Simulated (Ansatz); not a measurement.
SrO (started from an entry of an open crystallographic database): a single-point calculation in the PAW code Ansatz (r2SCANh). The cell was relaxed beforehand with r2SCAN.

Input file:
```yaml
crystal:
  lattice:
    - [0.0, 2.5798927426, 2.5798927426]
    - [2.5798927426, 0.0, 2.5798927426]
    - [2.5798927426, 2.5798927426, 0.0]
  atoms:
    - { symbol: Sr, position: [0.5, 0.5, 0.5] }
    - { symbol: O, position: [0.0, 0.0, 0.0] }
kpoints:
  mp_grid: { grid: [6, 6, 6] }
  band_path:
    path:
      - [0.0, 0.0, 0.0]
      - [0.5, 0.0, 0.5]
      - [0.625, 0.25, 0.625]
      - [0.375, 0.375, 0.75]
      - [0.5, 0.5, 0.5]
      - [0.5, 0.25, 0.75]
      - [0.0, 0.5, 0.5]
    npoints: 1
hamiltonian:
  xc: r2scanh
scf:
  occupations: { method: fixed }
  n_extra_bands: 4
output:
  forces: true
  stress: true
  eigenvalues: true
```

Command: `ansatz run input.yaml --threads 2 --pin off --max-ram 2211MiB --backend cpu --events-out ev --progress --plain --runs-dir out`. It took 19 s on 2 threads of Intel(R) Xeon(R) 6975P-C (Granite Rapids), on a shared host; peak host memory 1.1 GiB.

What the program printed (shortened):
```
scf.n_extra_bands = 4 over 8 filled bands (N_el = 16.0): the run solves 12 bands
Pseudopotential: Sr, paw, valence charge 10, recommended cutoff 500 eV (meta_gga)
Pseudopotential: O, paw, valence charge 6, recommended cutoff 500 eV (meta_gga)
Functional definition: r2SCANh
Crystal: 2 atoms, lattice volume = 34.343 Å³
Basis set: ecut = 500 eV, 893 PW (Γ)
Symmetry: 48 space group operations
Space group: Fm-3m (ITA 225)
k-points: 16 of 216
preconditioner: auto → none  [insulator: Δε(μ)=4.693 eV  ℏωp=23.7 eV]
hybrid outer 1: dexx = +2.386e-4 eV, tail = 3.08e-7 eV
hybrid outer 2: dexx = +3.958e-9 eV, tail = 3.65e-9 eV, Δε = 3.10e-4 eV
Free energy (F): -4126.764826 eV
Fermi energy:    6.957276 eV
--- Stress (GPa, compression-positive) ---
       -0.511691       0.000000       0.000000
        0.000000      -0.511691       0.000000
        0.000000       0.000000      -0.511691
  P = ⅓ Tr σ = -0.5117 GPa (-5.117 kbar)
```

bands.tsv, columns around the gap (it counts bands from 0):
```tsv
# k_distance	band_3	band_4	band_5	band_6	band_7	band_8	band_9	band_10	band_11
# fermi_ev = 6.957276
# [0, 0, 0] at k_distance = 0.000000
# [0.5, 0, 0.5] at k_distance = 1.217722
# [0.625, 0.25, 0.625] at k_distance = 1.648252
# [0.375, 0.375, 0.75] at k_distance = 2.393952
# [0.5, 0.5, 0.5] at k_distance = 3.139651
# [0.5, 0.25, 0.75] at k_distance = 4.000711
# [0, 0.5, 0.5] at k_distance = 5.362165
# levels_relative_to = fermi_ev
0.000	-14.597	-14.597	0.000	0.000	0.000	5.359	7.705	7.705	7.705
1.218	-14.963	-14.963	-0.442	-0.088	-0.088	4.610	9.403	11.857	11.914
1.648	-14.860	-14.401	-0.934	-0.567	-0.474	6.145	9.375	10.359	11.762
2.394	-14.860	-14.401	-0.934	-0.567	-0.474	6.145	9.375	10.359	11.762
3.140	-14.672	-13.678	-2.138	-1.117	-1.117	8.007	9.762	10.459	10.459
4.001	-15.265	-14.197	-1.119	-0.429	-0.429	7.425	7.425	10.249	12.758
5.362	-14.963	-14.963	-0.442	-0.088	-0.088	4.610	9.403	11.857	11.914
```
In order the rows are Γ, X, U, K, L, W, X.

r2SCANh gives an indirect gap of 4.61 eV, from Γ to X; the least direct gap is 4.70 eV at X. The gap is the least over the mesh and the extra points. The mean pressure is -0.5 GPa (compression positive), so r2SCANh would shrink the cell's volume. The stress of a hybrid is loosely converged here.

No spin polarisation and no zero-point or thermal motion.

The meshes of the hybrids are coarse, so their gaps aren't converged to the digits shown.
